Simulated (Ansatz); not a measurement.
# MgO: the cost of one run

Program: Ansatz 0.2.0. Level of theory: DFT PBE, scalar-relativistic, plane waves, PAW. These are calculated values, not measurements.

### 1 Starting point

It takes space group R-3m (No. 166, trigonal). The conventional cell has a = 2.995 Å, b = 2.995 Å, c = 59.947 Å, α = 90.00°, β = 90.00°, γ = 120.00°. Mg (site symmetry 3m) has 6 O at 2.17 Å as nearest neighbours. Mg (site symmetry 3m) has 6 O at 2.12 Å as nearest neighbours. Mg (site symmetry -3m) has 6 O at 2.12 Å as nearest neighbours. O (site symmetry 3m) has 6 Mg at 2.12 Å as nearest neighbours. Around O (site symmetry 3m) lie 6 Mg at 2.12 to 2.17 Å. Only part of the 9 independent sites is listed.

As a file:

```cif
data_structure
_symmetry_space_group_name_H-M 'R-3m:H'
_symmetry_Int_Tables_number 166
_cell_length_a 2.9949
_cell_length_b 2.9949
_cell_length_c 59.9466
_cell_angle_alpha 90.000
_cell_angle_beta 90.000
_cell_angle_gamma 120.000
_cell_volume 465.65
loop_
_atom_site_label
_atom_site_type_symbol
_atom_site_symmetry_multiplicity
_atom_site_Wyckoff_symbol
_atom_site_fract_x
_atom_site_fract_y
_atom_site_fract_z
_atom_site_occupancy
Mg1 Mg 6 c 0.66667 0.33333 0.70894 1
Mg2 Mg 6 c 0.00000 0.00000 0.79227 1
Mg3 Mg 6 c 0.00000 0.00000 0.91544 1
Mg4 Mg 3 b 0.66667 0.33333 0.83333 1
Mg5 Mg 3 a 0.00000 0.00000 0.00000 1
O1 O 6 c 0.33333 0.66667 0.81280 1
O2 O 6 c 0.66667 0.33333 0.77175 1
O3 O 6 c 0.33333 0.66667 0.97954 1
O4 O 6 c 0.33333 0.66667 0.93590 1
```

(A quick probe on a coarse mesh, which set the mesh and smearing, is not shown.)

### 3 The relaxation

Contents of input.yaml:

```yaml
crystal:
  lattice:
    - [1.4974545975, 0.864555815, 19.9822138309]
    - [-1.4974545975, 0.864555815, 19.9822138309]
    - [0.0, -1.72911163, 19.9822138309]
  atoms:
    - { symbol: Mg, position: [0.375606, 0.375606, 0.375606] }
    - { symbol: Mg, position: [0.624394, 0.624394, 0.624394] }
    - { symbol: Mg, position: [0.792271, 0.792271, 0.792271] }
    - { symbol: Mg, position: [0.207729, 0.207729, 0.207729] }
    - { symbol: Mg, position: [0.91544, 0.91544, 0.91544] }
    - { symbol: Mg, position: [0.08456, 0.08456, 0.08456] }
    - { symbol: Mg, position: [0.5, 0.5, 0.5] }
    - { symbol: Mg, position: [0.0, 0.0, 0.0] }
    - { symbol: O, position: [0.146135, 0.146135, 0.146135] }
    - { symbol: O, position: [0.853865, 0.853865, 0.853865] }
    - { symbol: O, position: [0.438417, 0.438417, 0.438417] }
    - { symbol: O, position: [0.561583, 0.561583, 0.561583] }
    - { symbol: O, position: [0.312875, 0.312875, 0.312875] }
    - { symbol: O, position: [0.687125, 0.687125, 0.687125] }
    - { symbol: O, position: [0.269236, 0.269236, 0.269236] }
    - { symbol: O, position: [0.730764, 0.730764, 0.730764] }
basis:
  ecutwfc: 420
kpoints:
  mp_grid: { grid: [12, 12, 12] }
hamiltonian:
  xc: pbe
scf:
  occupations: { method: gaussian, width: 0.02 }
output:
  forces: true
  stress: true
  eigenvalues: true
relax:
  adjacent_minimum: "off"
  f_tol: 0.01
  max_steps: 80
  cell: { stress_tol: 0.05 }
```

The run is started by

```sh
ansatz run input.yaml --threads 4 --pin off --max-ram 10240MiB --backend cpu --events-out ev --progress --plain --runs-dir out
```

Q: Estimate wall time and peak memory on 4 threads of Intel Xeon 6975P-C (Granite Rapids), shared host.

About 63 s, with a peak of 1.7 GiB.
